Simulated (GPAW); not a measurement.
Here is a GPAW 26.7.0 calculation.

Contents of run.py:

```python
from ase import Atoms
from ase.dft.bandgap import bandgap
from ase.io import write
from ase.units import GPa
from gpaw import GPAW, PW

atoms = Atoms(['Ni', 'Ni', 'Si', 'Si'],
              cell=[[2.94277066, 0.0, 0.0],
                    [0.0, 3.28032554, 0.0],
                    [0.0, 0.0, 4.67744676]],
              scaled_positions=[[0.492306, 0.499071, 0.338627],
                                [-0.003032, -0.008898, 0.654106],
                                [0.501156, 0.509257, 0.844852],
                                [-0.007736, 0.001457, 0.154278]],
              pbc=True)
atoms.set_initial_magnetic_moments([1.0, 1.0, 0.0, 0.0])

calc = GPAW(mode=PW(600),
            xc='PBE',
            kpts={'size': (9, 8, 6), 'gamma': True},
            occupations={'name': 'fermi-dirac', 'width': 0.05},
            nbands=36,
            convergence={'density': 1e-05, 'energy': 1e-05},
            maxiter=150,
            txt='gpaw.txt')
atoms.calc = calc
energy = atoms.get_potential_energy()
forces = atoms.get_forces()
stress = atoms.get_stress()
calc.write('gs.gpw')
write('result.traj', atoms)
print(f'Energy: {energy:.6f} eV')
print('Forces (eV/A):')
print(forces.round(4))
print('Stress (GPa):', (stress / GPa).round(3))
print('Moments:', calc.get_magnetic_moments().round(3))
print('Fermi level:', round(calc.get_fermi_level(), 4), 'eV')
print(f'Gap: {bandgap(calc)[0]:.4f} eV, direct: {bandgap(calc, direct=True)[0]:.4f} eV')
```

Potentials or basis: GPAW PAW data sets (gpaw-data 1.2.1), pw.

Launch:

```sh
$ OMP_NUM_THREADS=1 python run.py
```

Problem. Predict the pressure.

Solution. 8.6 GPa.

Problem. What does it give for the largest force?

Solution. 0.515 eV/Å.

Forces in eV/Å, atoms in the order of the input:
```
Ni   0.053 -0.029  0.292
Ni   0.004  0.401  0.014
Si  -0.107 -0.387 -0.323
Si   0.050  0.015  0.017
```

Caveat: the stock nickel data set gives pressures a few GPa off other programs.
